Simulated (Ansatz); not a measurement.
# MnS (Fm-3m) in Ansatz: settings compared, part 2 of 2

Ansatz 0.2.0. Earlier steps stand in the parts before.

### Step 3. Single point, PBE, collinear spin, ferromagnetic start

input.yaml

```yaml
crystal:
  lattice:
    - [0.0, 2.6045, 2.6045]
    - [2.6045, 0.0, 2.6045]
    - [2.6045, 2.6045, 0.0]
  atoms:
    - { symbol: Mn, position: [0.0, 0.0, 0.0], spin: 4.0 }
    - { symbol: S, position: [0.5, 0.5, 0.5] }
hamiltonian:
  xc: pbe
  pseudopotentials: { kind: paw }
magnetization:
  spin_polarized: true
kpoints:
  mp_grid: { grid: [9, 9, 9] }
scf:
  occupations: { method: gaussian, width: 0.05 }
output:
  forces: true
  stress: true
  eigenvalues: true
```

Potentials or basis: Ansatz PAW.

On the command line:

```console
> ansatz run input.yaml --threads 2 --pin off --max-ram 5632MiB --backend cpu --events-out ev --progress --plain --runs-dir out
```

The program printed:

```text
Warning: RAYON_NUM_THREADS=2 ignored (pool sized by the plan → 2); use --threads N
Engine: ansatz 0.2.0, aarch64-unknown-linux-gnu
Pseudopotentials: kind: paw
Pseudopotential: Mn, paw, valence charge 15, recommended cutoff 420 eV (normal), Mn.paw.azcp
Pseudopotential: S, paw, valence charge 6, recommended cutoff 420 eV (normal), S.paw.azcp
Functional definition: PBE
  parameter kappa = 0.804
  parameter beta = 0.06672455060314922
  exchange = pbe_x(kappa = kappa, mu = beta*pi^2/3)
  correlation = pbe_c(beta = beta)
Crystal: 2 atoms, lattice volume = 35.335 Å³
Basis set: ecut = 420 eV, 701 PW (Γ), exchange–correlation on 50×50×50 points (8 copies of the dense FFT grid, shifted against one another)
Bands: 17, of which v1, the nominal top of the filled ones, is band 11 counted from 1 (10 counted from 0)
Symmetry: 48 space group operations
Space group: Fm-3m (ITA 225), of the structure as read, at distance tolerance 3.3e-5 Å
Magnetic group: BNS 225.116 (UNI 1618), of the structure as read, at distance tolerance 3.3e-5 Å
k-points: 35 of 729
Non-local potential: Mn, projectors of the file, l = 0: 3, l = 1: 2, l = 2: 3, l = 3: 1
Non-local potential: S, projectors of the file, l = 0: 2, l = 1: 2, l = 2: 2
PAW form: soft (Blöchl's): semilocal exchange-correlation on the pseudo side does not see the compensation charge
PAW one-centre angular grid: Mn, 590 points (default); XC on 64 Gauss nodes
PAW one-centre angular grid: S, 110 points (default); XC on 64 Gauss nodes
Initial density: superposition of atomic densities (chi_scale 0.1, normalization cell, long waves kept (reshape's long-wave potential 0.00 eV rms))
Starting moments: Σ|m| = 4 μB on 1 of 2 sites
Initial wavefunctions: pseudopotential atomic-orbital guess
Functional: x = pbe(κ = 0.804, μ = 0.2195149727645171), c = pbe(β = 0.06672455060314922)
SCF iter   1: F=—  HF=-4801.707868 eV  |F-HF|=—  |Δ(HF+E_count)|=         —  Δρ=8.57e-2 (↑8.57e-2 ↓1.59e-2)  dr2=1.99e0  dr2_m=6.90e-1  M=4.620 μB ∫|m|=4.620 μB  β_m=0.30  ethr=3.10e-3  ⟨swp⟩=4.1  Hψ=5494  notcnv=0
Mixer restart at iter 1: flushing history
preconditioner: auto → Kerker (q_TF=auto, 2.502 Å⁻¹)  [metal: Δε(μ)=0.022 eV  Ē_g=9.409 eV  σ=0.050 eV  W_gap=0.24  n_scr=14 (ndim 8)  ℏωp=22.5 eV  f_vac=0.000  D(μ)=0.72/eV (n_scr^D=0)]
spin=Collinear: Kerker preconditioning applied to the charge; magnetization (m = ρ↑ − ρ↓) channel mixes plain (no charge-response kernel on spin).
SCF iter   2: F=—  HF=-4801.731558 eV  |F-HF|=—  |Δ(HF+E_count)|=   2.37e-2  Δρ=4.70e-2 (↑4.70e-2 ↓1.49e-2)  dr2=5.29e-1  dr2_m=2.69e-1  M=4.654 μB ∫|m|=4.654 μB  β_m=0.47  ethr=3.10e-3  ⟨swp⟩=2.4  Hψ=2473  notcnv=0  defer=121
preconditioner: auto → none  [insulator: Δε(μ)=0.059 eV  Ē_g=9.476 eV  σ=0.050 eV  W_gap=0.56  n_scr=14 (ndim 8)  ℏωp=22.5 eV  f_vac=0.000  D(μ)=0.81/eV (n_scr^D=0)  ε∞_Penn≈6.6]
SCF iter   3: F=—  HF=-4801.821461 eV  |F-HF|=—  |Δ(HF+E_count)|=   8.99e-2  Δρ=1.04e-2 (↑1.04e-2 ↓5.78e-3)  dr2=4.11e-2  dr2_m=1.48e-2  M=4.682 μB ∫|m|=4.682 μB  β_m=0.58  ethr=2.52e-3  ⟨swp⟩=2.4  Hψ=1983  notcnv=0  defer=121
SCF iter   4: F=—  HF=-4801.823677 eV  |F-HF|=—  |Δ(HF+E_count)|=         —  Δρ=3.55e-3 (↑3.55e-3 ↓1.65e-3)  dr2=5.59e-3  dr2_m=4.22e-4  M=4.705 μB ∫|m|=4.705 μB  β_m=0.58  ethr=1.96e-4  ⟨swp⟩=2.3  Hψ=2195  notcnv=0  defer=120
Mixer restart at iter 4: flushing history
SCF iter   5: F=—  HF=-4801.826013 eV  |F-HF|=—  |Δ(HF+E_count)|=   2.34e-3  Δρ=2.22e-3 (↑2.22e-3 ↓6.22e-4)  dr2=2.10e-3  dr2_m=3.01e-4  M=4.713 μB ∫|m|=4.713 μB  β_m=0.50  ethr=2.66e-5  ⟨swp⟩=2.0  Hψ=2270  notcnv=0  defer=120
SCF iter   6: F=—  HF=-4801.825169 eV  |F-HF|=—  |Δ(HF+E_count)|=   8.44e-4  Δρ=6.98e-4 (↑6.58e-4 ↓6.98e-4)  dr2=3.89e-4  dr2_m=1.83e-5  M=4.713 μB ∫|m|=4.713 μB  β_m=0.66  ethr=9.99e-6  ⟨swp⟩=2.0  Hψ=2178  notcnv=0  defer=120
SCF iter   7: F=—  HF=-4801.825625 eV  |F-HF|=—  |Δ(HF+E_count)|=   4.56e-4  Δρ=1.90e-4 (↑1.90e-4 ↓1.00e-4)  dr2=6.80e-6  dr2_m=5.93e-6  M=4.716 μB ∫|m|=4.716 μB  β_m=0.72  ethr=1.85e-6  ⟨swp⟩=2.2  Hψ=1863  notcnv=0  defer=120
SCF iter   8: F=—  HF=-4801.825638 eV  |F-HF|=—  |Δ(HF+E_count)|=   1.29e-5  Δρ=6.93e-5 (↑6.93e-5 ↓2.69e-5)  dr2=8.32e-7  dr2_m=6.63e-7  M=4.717 μB ∫|m|=4.717 μB  β_m=0.85  ethr=3.24e-8  ⟨swp⟩=2.2  Hψ=1904  notcnv=0  defer=120
SCF iter   9: F=—  HF=-4801.825639 eV  |F-HF|=—  |Δ(HF+E_count)|=   4.26e-7  Δρ=7.22e-6 (↑7.22e-6 ↓5.10e-6)  dr2=4.11e-9  dr2_m=1.13e-8  M=4.717 μB ∫|m|=4.717 μB  β_m=0.91  ethr=3.96e-9  ⟨swp⟩=2.1  Hψ=1804  notcnv=0  defer=120
SCF iter  10: F=-4801.825639 eV  HF=-4801.825639 eV  |F-HF|=4.27e-11  |Δ(HF+E_count)|=   1.67e-8  Δρ=4.91e-7 (↑4.04e-7 ↓4.91e-7)  dr2=1.68e-11  dr2_m=5.95e-11  M=4.717 μB ∫|m|=4.717 μB  ethr=1.96e-11  ⟨swp⟩=4.0  Hψ=4734  notcnv=0
SCF 1 converged in 10 iterations: F = -4801.825639 eV  dr2 = 1.68e-11
SCF converged after 10 iterations
Magnetization: 4.7168 μB (12.8584 up, 8.1416 down)
Absolute magnetization: 4.7168 μB (∫|ρ↑−ρ↓|, with the PAW one-centre terms)
Spin contamination: 0.0303 ħ² per cell (⟨S²⟩ above its minimum at these occupations)
Per-site moments (μB) at R_I (Å): [(4.2128527617268565, 1.0743562500000001), (0.14964215205297765, 1.0743562500000001)]
Free energy (F): -4801.825639 eV
Harris-Foulkes:  -4801.825639 eV  (|F-HF|=4.27e-11)
Internal energy: -4801.824566 eV  (E = F + TS)
E sigma→0 (E₀):  -4801.825102 eV
Entropy (-TS):   -0.001073 eV (-0.536 meV/atom)
Fermi energy:    10.315359 eV
--- Per-component energies (eV) ---
  E_band       = -297.519058
  E_kinetic    = 405.787565
  E_local      = -2455.302382  (includes V_loc(G=0)·N_el)
  E_nonlocal   = 280.873580
  E_hartree    = 1007.332307
  E_xc         = -207.930772
  E_vxc        = -229.112841  (∫ρ·V_xc dr)
  E_paw        = -1907.470681  (= ΣΔE_a)
  E_vpaw       = -314.429732  (= ΣTr[D̂ρ^β])
  E_aug_tail   = -0.000008  (compensation charges beyond the density's cutoff)
  E_ewald      = -1925.114175
  E_smearing   = -0.001073  (= −TS)
  E_closure    = 0.000000  (closes the sum)
  Σ components = -4801.825639   (vs F -4801.825639, Δ=0.00e0)
--- Forces (eV/Å), atoms counted from 1 ---
  atom   1  Mn    -0.00000000    -0.00000000    -0.00000000
  atom   2  S      0.00000000    -0.00000000     0.00000000
  max |Σ_I F_I| component: 3.94e-30 eV/Å
--- Stress (GPa, compression-positive) ---
       -2.874940      -0.000000      -0.000000
        0.000000      -2.874940       0.000000
       -0.000000       0.000000      -2.874940
  P = ⅓ Tr σ = -2.8749 GPa (-28.749 kbar)
--- Band table (eV; the first three rows and the last of 70) ---
  k-point 0 ↑: bands = ["-71.5843", "-40.3327", "-40.3327", "-40.3327", "-4.2689", "6.9539", "6.9539", "6.9539", "7.0540", "7.0540", "8.4407", "8.4407", "8.4407", "12.0160", "18.8222", "18.8222", "18.8222"]
  k-point 1 ↑: bands = ["-71.5842", "-40.3337", "-40.3328", "-40.3328", "-4.1446", "6.6417", "6.6863", "6.6863", "7.0249", "7.0249", "7.9489", "8.8539", "8.8539", "12.7906", "17.8947", "18.7417", "18.7417"]
  k-point 2 ↑: bands = ["-71.5841", "-40.3361", "-40.3332", "-40.3332", "-3.7999", "5.4858", "6.1377", "6.1377", "7.1665", "7.1665", "7.6896", "9.5750", "9.5750", "13.7878", "17.1589", "17.7478", "17.7478"]
  k-point 34 ↓: bands = ["-66.9543", "-35.7965", "-35.7952", "-35.7927", "-2.4781", "5.2499", "5.7892", "6.3569", "11.1626", "11.4392", "11.5991", "11.8664", "11.9594", "15.7992", "17.5315", "17.8561", "19.0713"]
```

It took 2.4 s on 2 threads of Arm Neoverse V1, shared host; peak memory 0.31 GiB.

Results:

```
Free energy            : -4801.8256 eV
Pressure               : -2.9 GPa
Band gap on the k mesh : none (metal or under the smearing width)
Net moment             : 4.72 μB per cell
Absolute moment        : 4.72 μB per cell
Site moments           : Mn +4.21; S +0.15 μB
```

Levels at points of the mesh, in eV from the Fermi level:
Spin up:
| k point | band 10 | band 11 | band 12 | band 13 | band 14 | band 15 | band 16 | band 17 |
| --- | --- | --- | --- | --- | --- | --- | --- | --- |
| (0.00, 0.00, 0.00) | -3.26 | -1.87 | -1.87 | -1.87 | 1.70 | 8.51 | 8.51 | 8.51 |
Spin down:
| k point | band 5 | band 6 | band 7 | band 8 | band 9 | band 10 | band 11 | band 12 |
| --- | --- | --- | --- | --- | --- | --- | --- | --- |
| (0.00, 0.00, 0.00) | -14.29 | -1.66 | -1.66 | -1.66 | 0.33 | 0.33 | 0.33 | 0.37 |

Caveat: a cell with one magnetic atom can't hold antiferromagnetic order, which such compounds often take; semilocal functionals often make such compounds metallic where correlation or magnetic order opens a gap, which also shifts bond lengths.

### Step 4. Relaxation of cell and atoms, HF, collinear spin, ferromagnetic start

input.yaml

```yaml
crystal:
  lattice:
    - [0.0, 2.6045, 2.6045]
    - [2.6045, 0.0, 2.6045]
    - [2.6045, 2.6045, 0.0]
  atoms:
    - { symbol: Mn, position: [0.0, 0.0, 0.0], spin: 4.0 }
    - { symbol: S, position: [0.5, 0.5, 0.5] }
hamiltonian:
  xc: hf
  pseudopotentials: { kind: paw }
magnetization:
  spin_polarized: true
kpoints:
  mp_grid: { grid: [5, 5, 5] }
scf:
  occupations: { method: fermi_dirac, width: 0.05 }
output:
  forces: true
  stress: true
  write_density: true
  write_potential: true
  elf: true
  volumetric_format: npy
relax:
  f_tol: 0.01
  max_steps: 40
  cell: { stress_tol: 0.05 }
```

On the command line:

```console
> ansatz run input.yaml --threads 2 --pin off --max-ram 5632MiB --backend cpu --events-out ev --progress --plain --runs-dir out
```

Run time: 2.2 min. Hardware: 2 threads of Intel Xeon Platinum 8559C (Emerald Rapids), shared host; peak memory 0.91 GiB.

The run converged. Its results:

```
Free energy                            : -4761.9656 eV
Relaxed volume                         : 20.53 Å³/atom
Relaxed cell                           : a = 3.872 Å, b = 3.872 Å, c = 3.872 Å, α = 60.00°, β = 60.00°, γ = 60.00°
Space group after relaxing (to 0.05 Å) : Fm-3m (No. 225)
Energy gained by relaxing              : 118.4 meV/atom
Ionic steps                            : 7
Pressure after relaxing                : 0.0 GPa
Band gap on the k mesh                 : 9.36 eV, indirect (least direct gap 9.83 eV)
Net moment                             : 5.00 μB per cell
Absolute moment                        : 5.00 μB per cell
Site moments                           : Mn +4.77; S +0.04 μB
```

The path:
| step | energy change (eV) | largest force (eV/Å) | volume (Å³) |
| --- | --- | --- | --- |
| 1 | 0.0000 | 0.0000 | 35.33 |
| 2 | -0.2080 | 0.0000 | 40.74 |
| 3 | -0.2074 | 0.0000 | 41.10 |
| 4 | -0.2070 | 0.0000 | 41.21 |
| 5 | -0.2361 | 0.0000 | 41.21 |
| 6 | -0.2370 | 0.0000 | 41.05 |
| 7 | -0.2367 | 0.0000 | 41.05 |

Final structure:
```cif
data_structure
_symmetry_space_group_name_H-M 'P 1'
_symmetry_Int_Tables_number 1
_cell_length_a 3.8721
_cell_length_b 3.8721
_cell_length_c 3.8721
_cell_angle_alpha 60.000
_cell_angle_beta 60.000
_cell_angle_gamma 60.000
_cell_volume 41.05
loop_
_atom_site_label
_atom_site_type_symbol
_atom_site_fract_x
_atom_site_fract_y
_atom_site_fract_z
_atom_site_occupancy
Mn1 Mn 0.00000 0.00000 0.00000 1
S1 S 0.50000 0.50000 0.50000 1
```

Levels at points of the mesh, in eV from the valence-band top:
Spin up:
| k point | band 10 | band 11 | band 12 | band 13 | band 14 | band 15 |
| --- | --- | --- | --- | --- | --- | --- |
| (0.00, 0.00, 0.00) | -9.02 | -0.76 | -0.76 | -0.76 | 9.37 | 16.95 |
Spin down:
```
           k point  band 4  band 5  band 6  band 7  band 8  band 9  band 10  band 11  band 12  band 13
(0.00, 0.00, 0.00)  -52.87  -17.27   -0.47   -0.47   -0.47   10.53    12.73    12.73    12.73    13.54
```

Caveat: the magnetic or orbital state may not be the lowest; the volume moved by over 15 % at a fixed basis, so the end points are rough; odd divisions of the mesh miss points on the zone boundary, where band edges often lie, so the gap on the mesh can be too wide; the plane-wave basis is chosen anew once the cell has moved, so the energies of steps on either side of that aren't comparable; the pressure holds a Pulay correction of +0.8 GPa for the finite cutoff; the volume moved by +16 % from the deposited cell, more than functionals usually miss; a cell with one magnetic atom can't hold antiferromagnetic order, which such compounds often take; the PAW data sets come from PBE, with cores solved anew for the run's functional, which leaves a small shift of forces and pressure.

### Step 5. The runs side by side

| task | level | cell | k mesh | smearing | gap on the mesh (eV) | pressure (GPa) | moment (μB) |
| --- | --- | --- | --- | --- | --- | --- | --- |
| single point | PBEsol | as given | 9 × 9 × 9 | gaussian 0.1 eV | none | -7.3 | 4.69 |
| single point | PBE | as given | 9 × 9 × 9 | gaussian 0.05 eV | none | -2.9 | 4.72 |
| relaxation of cell and atoms | HF | relaxed | 5 × 5 × 5 | fermi-dirac 0.05 eV | 9.36 | 0.0 | 5.00 |

Alike in all rows: potentials or basis Ansatz PAW; spin collinear, ferromagnetic start; cutoff (eV) 420.

Caveats: a cell with one magnetic atom can't hold antiferromagnetic order, which such compounds often take; semilocal functionals often make such compounds metallic where correlation or magnetic order opens a gap, which also shifts bond lengths (some runs); the PAW data sets come from PBE, with cores solved anew for the run's functional, which leaves a small shift of forces and pressure (some runs); the magnetic or orbital state may not be the lowest (some runs); the volume moved by over 15 % at a fixed basis, so the end points are rough (some runs); odd divisions of the mesh miss points on the zone boundary, where band edges often lie, so the gap on the mesh can be too wide (some runs); the plane-wave basis is chosen anew once the cell has moved, so the energies of steps on either side of that aren't comparable (some runs).

Total energies depend on the potentials used, so only differences within one code and one set of settings carry meaning.
